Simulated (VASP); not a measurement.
# CaO: G0W0 on PBE, by volume over the given one and cell

CaO, Fm-3m (no. 225), 2 atoms in the cell. PBE, GW; PAW potentials Ca_sv_GW, O_GW (PBE set).

| Volume over the given one | Cell | Quasiparticle gap on the mesh (eV) | Gap of the starting point on the mesh (eV) | Quasiparticle gap at the zone centre (eV) | Starting gap at the zone centre (eV) | Correction of the gap between the band edges on the mesh (eV) | Time (s) |
|---|---|---|---|---|---|---|---|
| 0.94 | scale = 0.94 | 5.91 | 3.63 | 6.95 | 5.25 | 2.28 | 34 |
| 0.97 | scale = 0.97 | 5.93 | 3.64 | 6.66 | 4.98 | 2.29 | 36 |
| 1 | as given | 5.94 | 3.65 | 6.39 | 4.73 | 2.29 | 38 |
| 1.03 | scale = 1.03 | 5.94 | 3.66 | 6.13 | 4.49 | 2.28 | 34 |

Limits: the mesh is coarse: the screening isn't converged, and the gap may still move by about 0.1 eV.

## Input of the first row

INCAR.step1:
```
SYSTEM = CaO
  ALGO = Normal
  EDIFF = 1E-8
  ENCUT = 500
  GGA = PE
  ISMEAR = 0
  KPAR = 4
  LASPH = .True.
  LCHARG = .False.
  LREAL = .False.
  LWAVE = .True.
  NELM = 150
  PREC = Accurate
  SIGMA = 0.05
```

INCAR.step2, as INCAR.step1 but for:
```
- ALGO = Normal
- NELM = 150
+ ALGO = Exact
+ ISTART = 1
+ LOPTICS = .True.
+ NBANDS = 172
+ NELM = 1
```

INCAR.step3:
```
SYSTEM = CaO
  ALGO = EVGW0
  ENCUT = 500
  ENCUTGW = 200
  GGA = PE
  ISMEAR = 0
  ISTART = 1
  KPAR = 4
  LASPH = .True.
  LCHARG = .False.
  LREAL = .False.
  LWAVE = .False.
  NBANDS = 172
  NBANDSGW = 12
  NELMGW = 1
  NOMEGA = 48
  PREC = Accurate
  PRECFOCK = Fast
  SIGMA = 0.05
```

KPOINTS:
```
k-points
0
Gamma
  4 4 4
```

POSCAR:
```
CaO
1.0
    0.0000000000      2.3544897713      2.3544897713
    2.3544897713      0.0000000000      2.3544897713
    2.3544897713      2.3544897713      0.0000000000
Ca O
1 1
Direct
    0.0000000000      0.0000000000      0.0000000000
    0.5000000000      0.5000000000      0.5000000000
```

Commands (each step's output is kept before the next begins):
```
cat potpaw_PBE.64/Ca_sv_GW/POTCAR potpaw_PBE.64/O_GW/POTCAR > POTCAR
cp INCAR.step1 INCAR
mpirun -np 4 vasp_std > vasp.out
cp INCAR.step2 INCAR
mpirun -np 4 vasp_std > vasp.out
cp INCAR.step3 INCAR
mpirun -np 4 vasp_std > vasp.out
```

VASP 6.6.1 took 34 s on 4 cores (AMD EPYC 9R45 (Zen 5)), a shared host.
